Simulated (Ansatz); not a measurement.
Starting cell, ZrO₂ (fluorite):

```xyz
6
Lattice="0.0000 5.1159 5.1159 2.5579 0.0000 2.5579 2.5579 2.5579 0.0000" Properties=species:S:1:pos:R:3 pbc="T T T"
Zr     0.0000     0.0000     0.0000
Zr     0.0000     2.5579     2.5579
O      1.2790     1.2790     1.2790
O      1.2790     3.8369     3.8369
O      3.8369     3.8369     3.8369
O      3.8369     6.3948     6.3948
```

In this cell atom 3 (O, nearest neighbour Zr at 2.215 Å; its periodic images, 3.6 Å or more away, move with it) is moved by s along Cartesian [110], unit vector (0.707, 0.707, 0.000); all other atoms and the cell stay fixed.

Method: PBE (plane waves to 420 eV, PAW, scalar-relativistic; Ansatz, a first-principles code). k mesh 9×9×9 (Γ-centred), Fermi-Dirac smearing 0.05 eV. Energies are smeared free energies. The PAW data are Ansatz's earlier set. This is a high-temperature form of ZrO2. ZrO2 is run without spin polarisation. ZrO2 was relaxed with its symmetry unable to fall. ΔE is measured from the undisplaced structure.

```tsv
s (Å)	ΔE (meV/cell)
-0.220	259.8
-0.176	164.7
-0.132	92.0
-0.088	40.7
-0.044	10.1
0.000	0.0
0.044	10.1
0.088	40.7
0.132	92.0
0.176	164.7
0.220	259.8
```

Question: What force constant k = d²E/ds² at s = 0 does the table give?

Answer: 10 eV/Å². It is the second difference of the nearest points, corrected with the next pair.

Question: With k = 10.46 eV/Å² from the forces, is the well harmonic out to s = 0.220 Å?

Answer: ½ks² = 253.1 meV/cell against the computed 259.8 meV/cell, so the well is close to harmonic there.

(A displaced cell: forces are minus the slopes of the energy, force constants its curvatures, and phonons follow from these.)
